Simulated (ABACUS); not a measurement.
Runs of ABACUS 3.10.1 on GaP. Symmetry: F-43m, No. 216, cubic system. The conventional cell has a = 5.451 Å, b = 5.451 Å, c = 5.451 Å, α = 90.00°, β = 90.00°, γ = 90.00°. Around Ga (site symmetry -43m) lie 4 P at 2.36 Å. P (site symmetry -43m) is surrounded by 4 Ga at 2.36 Å. 

```csv
task,level,potentials or basis,cell,k mesh,cutoff (eV),radial cutoff of the potentials (pseudo_rcut),SCF threshold on the density,eigensolver,symmetry key,path,mesh quality,gap on the mesh (eV),pressure (GPa),relaxed volume (Å³/atom)
relaxation of cell and atoms,PBEsol,"PseudoDojo NC SR 0.4 PBEsol stringent, DZP LCAO (the cutoffs set its grid)",relaxed,7 × 7 × 7,1551,7 bohr,1e-07,genelpa,1,-,not flagged,-,-0.1,20.43
single point,PBEsol,"PseudoDojo NC SR 0.4 PBEsol stringent, DZP LCAO (the cutoffs set its grid)",as given,7 × 7 × 7,1551,7 bohr,1e-07,genelpa,1,-,not flagged,1.49,(b),-
single point,M06-L,"SG15 ONCV 1.2 PBE, plane waves",as given,5 × 5 × 5,1279,10 bohr,1e-08,dav,1,-,not flagged,1.75,-0.1,-
single point,SCAN,"SG15 ONCV 1.2 PBE, DZP LCAO (the cutoffs set its grid)",as given,6 × 6 × 6,1361,10 bohr,1e-07,genelpa,1,-,not flagged,1.80,(a),-
relaxation of cell and atoms,SCAN,"SG15 ONCV 1.2 PBE, DZP LCAO (the cutoffs set its grid)",relaxed,6 × 6 × 6,1361,10 bohr,1e-07,genelpa,1,-,not flagged,-,0.0,20.18
```

Alike in all rows: no spin polarisation; smearing fermi-dirac 0.05 eV.

Task: Fill in the values left out.

Result: (a) -0.2; (b) 0.7.

Caveats: the atomic orbitals were generated for these runs and aren't a published set (some runs); the basis of atomic orbitals isn't converged, which shifts pressures, moduli and gaps (some runs); the potentials were made for another functional, which shifts forces and pressure (some runs); an odd mesh through Γ misses points on the zone boundary, where band edges often lie (some runs).

A k mesh can miss the band edges, and the runs leave out spin-orbit coupling on Ga.

The runs don't all hold the same shells in valence.
